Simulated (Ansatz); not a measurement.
# K2S: the cell at several levels of theory

The task here is to estimate one member of a computed series from the others.

Program: Ansatz 0.2.0. PAW datasets, plane waves, zero pressure. (Simulation; spin polarisation is off.)

## Starting point

Space group Fm-3m (No. 225), cubic; conventional cell a = 7.414 Å, 33.96 Å³ an atom. K has 4 S at 3.21 Å; S has 8 K at 3.21 Å.

Structure file:

```cif
data_structure
_symmetry_space_group_name_H-M 'P 1'
_symmetry_Int_Tables_number 1
_cell_length_a 5.2424
_cell_length_b 5.2424
_cell_length_c 5.2424
_cell_angle_alpha 60.000
_cell_angle_beta 60.000
_cell_angle_gamma 60.000
_cell_volume 101.88
loop_
_atom_site_label
_atom_site_type_symbol
_atom_site_fract_x
_atom_site_fract_y
_atom_site_fract_z
_atom_site_occupancy
K1 K 0.75000 0.75000 0.75000 1
K2 K 0.25000 0.25000 0.25000 1
S1 S 0.00000 0.00000 0.00000 1
```

Set-up of the first run:

The input, input.yaml:

```yaml
crystal:
  lattice:
    - [0.0, 3.7069394613, 3.7069394613]
    - [3.7069394613, 0.0, 3.7069394613]
    - [3.7069394613, 3.7069394613, 0.0]
  atoms:
    - { symbol: K, position: [0.75, 0.75, 0.75] }
    - { symbol: K, position: [0.25, 0.25, 0.25] }
    - { symbol: S, position: [0.0, 0.0, 0.0] }
kpoints:
  mp_grid: { grid: [6, 6, 6] }
hamiltonian:
  xc: pbe
scf:
  occupations: { method: fermi_dirac, width: 0.02 }
relax:
  f_tol: 0.005
  cell: {}
```

The run is started by

```
ansatz run input.yaml --threads 2 --pin off --max-ram 18432MiB --backend cpu --events-out ev --progress --plain --runs-dir out
```

Steps of the session up to this table: Relaxation with PBE; Relaxation with r2SCAN; Relaxing with PBEsol; LDA: cell and atoms; HSE06: cell and atoms.

One table of the session follows, with a row left open; its other results are not shown here.

It belongs to the step «The cells side by side». 

| level | a (Å) | volume (Å³/atom) |
| --- | --- | --- |
| PBE | 7.462 | 34.626 |
| r2SCAN | 7.405 | 33.843 |
| PBEsol | 7.331 | 32.836 |
| LDA | ? | ? |
| HSE06 | 7.422 | 34.073 |

Estimate the missing values for LDA.

**Answer.** a (Å): 7.193; volume (Å³/atom): 31.013. In the column «a (Å)» it is the lowest.

From the start to the first minimum the volume moved by +2.0 %. The volume runs from LDA (least) to PBE (most), a spread of 11.6 %, or 3.7 % in length if all axes shared it alike. The meshes differ: PBE 6×6×6, r2SCAN 6×6×6, PBEsol 6×6×6, LDA 6×6×6, HSE06 4×4×4.
